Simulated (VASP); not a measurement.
Wanted: the native input for a VASP 6.6.1 run.

- Task: relaxation of cell and atoms
- Functional: PBE
- Potentials or basis: VASP PAW PBE potentials, release 64 (Al, N)
- Cutoff: 520 eV
- k mesh: 12 × 12 × 6
- Occupations: gaussian, width 0.02 eV
- Spin: no spin polarisation
- Further INCAR settings: ALGO = Fast; EDIFF = 0.05; IBRION = 2; EDIFFG = -0.002; NSW = 80; ISIF = 3

The structure of AlN lies in POSCAR:

```
AlN
1.0
    3.1130000000      0.0000000000      0.0000000000
   -1.5565000000      2.6959370800      0.0000000000
    0.0000000000      0.0000000000      4.9810000000
Al N
2 2
Direct
    0.3333333300      0.6666666700      0.0000000000
    0.6666666700      0.3333333300      0.5000000000
    0.3333333300      0.6666666700      0.3800000000
    0.6666666700      0.3333333300      0.8800000000
```

One way to write it, as run:

INCAR

```
PREC     = Accurate       # precision mode
ENCUT    = 520            # plane-wave cutoff, eV
EDIFF    = 0.05           # SCF threshold, eV
ISMEAR   = 0              # smearing method
SIGMA    = 0.02           # smearing width, eV
LREAL    = False          # projectors in reciprocal space
LASPH    = True           # aspherical terms in the spheres
NELM     = 100            # most SCF steps
ALGO     = Fast           # electronic algorithm
ISIF     = 3              # what is computed and relaxed
LWAVE    = False          # write WAVECAR
LCHARG   = False          # write CHGCAR
GGA      = PE             # functional
IBRION   = 2              # ionic algorithm
NSW      = 80             # ionic steps
EDIFFG   = -0.002         # ionic threshold
KPAR     = 4
```

KPOINTS

```
Automatic mesh
0
Gamma
  12 12 6
```

Potentials or basis: VASP PAW PBE potentials, release 64 (Al, N).

Run with:

```sh
$ cat potpaw_PBE.64/Al/POTCAR potpaw_PBE.64/N/POTCAR > POTCAR
$ mpirun -np 4 vasp_std > vasp.out
```

Results of the run:

- Relaxed volume: 10.63 Å³/atom
- Relaxed cell: a = 3.129 Å, b = 3.129 Å, c = 5.016 Å, α = 90.00°, β = 90.00°, γ = 120.00°
- Space group after relaxing (to 0.05 Å): P6_3mc (No. 186)
- Energy gained by relaxing: 0.9 meV/atom
- Ionic steps: 26
- Pressure after relaxing: 0.0 GPa
- Band gap on the k mesh: 4.06 eV, direct

Wall time 68 s on 4 MPI ranks on Intel(R) Xeon(R) Platinum 8259CL CPU @ 2.50GHz (Skylake/Cascade Lake), with other jobs on the host, peak memory 0.18 GiB a rank.
